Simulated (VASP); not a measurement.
Here is a VASP 6.6.1 calculation.

Contents of POSCAR:

```
ZnS
1.0
    0.0000000000      2.7020000000      2.7020000000
    2.7020000000      0.0000000000      2.7020000000
    2.7020000000      2.7020000000      0.0000000000
Zn S
1 1
Direct
    0.7500000000      0.7500000000      0.7500000000
    0.0000000000      0.0000000000      0.0000000000
```

File INCAR.step1:

```
  ALGO = Normal
  EDIFF = 1E-5
  ENCUT = 520
  GGA = PE
  ISIF = 2
  ISMEAR = 0
  KPAR = 4
  LASPH = T
  LCHARG = F
  LREAL = F
  LWAVE = T
  NBANDS = 16
  NELM = 80
  PREC = Accurate
  SIGMA = 0.02
```

The input INCAR.step2:

```
  ALGO = Normal
  EDIFF = 1E-6
  ENCUT = 520
  GGA = PE
  HFSCREEN = 0.3
  ISIF = 2
  ISMEAR = 0
  ISTART = 1
  KPAR = 4
  LASPH = T
  LCHARG = F
  LHFCALC = T
  LREAL = F
  LWAVE = F
  NBANDS = 16
  NELM = 80
  PREC = Accurate
  PRECFOCK = Fast
  SIGMA = 0.02
```

File KPOINTS:

```
k-points
0
Gamma
  6 6 6
```

KPOINTS_OPT

```
path GXWKGLUWLK,UX
12
line-mode
reciprocal
 0.0000000000  0.0000000000  0.0000000000  G
 0.5000000000  0.0000000000  0.5000000000  X

 0.5000000000  0.0000000000  0.5000000000  X
 0.5000000000  0.2500000000  0.7500000000  W

 0.5000000000  0.2500000000  0.7500000000  W
 0.3750000000  0.3750000000  0.7500000000  K

 0.3750000000  0.3750000000  0.7500000000  K
 0.0000000000  0.0000000000  0.0000000000  G

 0.0000000000  0.0000000000  0.0000000000  G
 0.5000000000  0.5000000000  0.5000000000  L

 0.5000000000  0.5000000000  0.5000000000  L
 0.6250000000  0.2500000000  0.6250000000  U

 0.6250000000  0.2500000000  0.6250000000  U
 0.5000000000  0.2500000000  0.7500000000  W

 0.5000000000  0.2500000000  0.7500000000  W
 0.5000000000  0.5000000000  0.5000000000  L

 0.5000000000  0.5000000000  0.5000000000  L
 0.3750000000  0.3750000000  0.7500000000  K

 0.6250000000  0.2500000000  0.6250000000  U
 0.5000000000  0.0000000000  0.5000000000  X
```

Potentials or basis: VASP PAW PBE potentials, release 64 (Zn, S).

Launch:

```console
$ cat potpaw_PBE.64/Zn/POTCAR potpaw_PBE.64/S/POTCAR > POTCAR
$ cp INCAR.step1 INCAR
$ mpirun -np 4 vasp_std > vasp.out
$ cp INCAR.step2 INCAR
$ mpirun -np 4 vasp_std > vasp.out
```

(1) What does it give for the pressure?

(2) Predict the band gap along the path.

(3) Estimate the band gap on the k mesh.

## Answers

(1) 1.1 GPa.

(2) 3.12 eV, direct.

(3) 3.12 eV, direct.

Caveat: the PAW data sets were made with another functional, which shifts forces and pressure a little.

**The experiment to reproduce.**

From “Electronic, vibrational, and thermodynamic properties of ZnS (zincblende and rocksalt structure)”, 2009, arxiv:0911.5022, for a bulk crystal of ZnS at 19 K: band gap 3.85 eV (direct).

A measured gap of ZnS is 3.85 eV (direct; 19 K; quoted in “Electronic, vibrational, and thermodynamic properties of ZnS (zincblende and rocksalt structure)”, 2009, arxiv:0911.5022); the calculated 3.12 eV misses it by -0.73 eV. The value is that of HSE03, without temperature or zero-point motion.
